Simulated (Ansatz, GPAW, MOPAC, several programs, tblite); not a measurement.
**What each method gives for SrCl2 (1T monolayer)**

SrCl2 (1T monolayer), relaxed with r2SCAN in Ansatz, was computed with several methods. In-plane lattice: a = 4.432 Å, b = 4.432 Å, γ = 120.0°; thickness between the outer nuclei 2.79 Å. Around Sr lie 6 Cl at 2.91 Å; around Cl lie 3 Sr at 2.91 Å. The cell comes from a prototype generator: it can be a known phase or a hypothetical one. Spin polarisation is off.

```cif
data_structure
_symmetry_space_group_name_H-M 'P 1'
_symmetry_Int_Tables_number 1
_cell_length_a 4.4316
_cell_length_b 4.4316
_cell_length_c 30.6434
_cell_angle_alpha 90.000
_cell_angle_beta 90.000
_cell_angle_gamma 120.000
_cell_volume 521.17
loop_
_atom_site_label
_atom_site_type_symbol
_atom_site_fract_x
_atom_site_fract_y
_atom_site_fract_z
_atom_site_occupancy
Sr1 Sr 0.00000 0.00000 0.29370 1
Cl1 Cl 0.33333 0.66667 0.33915 1
Cl2 Cl 0.66667 0.33333 0.24826 1
```
Two periodic directions, a and b.

Gaps and times are for a single point on this cell. Times are rough, from shared hosts (Arm Neoverse V1), and each method has its own mesh and cell size. PM6 (MOPAC), PM7 (MOPAC), GFN1-xTB (tblite), GFN2-xTB (tblite) treat a cluster of cells at its zone centre, which samples few k points: where these miss a band edge, the gap comes out too large for that reason alone. Gaps from k meshes are read at a limited set of points (mesh, symmetry points, PBE's band edges), so each method's own least gap may be somewhat smaller. xTB and the PM methods were fitted mostly to molecules, and can miss a solid's gap by electronvolts. Minimal bases can be far off for gaps. d marks a direct gap, i an indirect one (no mark: not told apart), a dash a value that wasn't computed or didn't pass its checks.

```tsv
method	kind	gap (eV)	atoms computed	processor time
PM6 (MOPAC)	semi-empirical	10.48	27	0.8 s
PM7 (MOPAC)	semi-empirical	10.89	27	0.91 s
GFN1-xTB (tblite)	tight binding	4.71	27	1.2 s
GFN2-xTB (tblite)	tight binding	3.28	27	1.2 s
light PBE (260 eV and a coarse mesh)	light plane-wave	5.80 i	3	3.6 s
PBE	semilocal	5.80 i	3	7.9 s
PBE/single zeta (GPAW)	small basis	5.76 i	3	12 s
r2SCAN	semilocal	6.61 i	3	28 s
```

Against r2SCAN (6.61 eV) and with closed or daggered gaps left aside, the nearest gap at the points sampled is that of PBE (-0.81 eV) and the farthest that of PM7 (MOPAC) (+4.28 eV). r2SCAN is only a yardstick of convenience: semilocal gaps usually lie below measured ones, which GLLB-SC and hybrids aim to mend.

Runs without a result: GLLB-SC (GPAW) (single point, out of time).
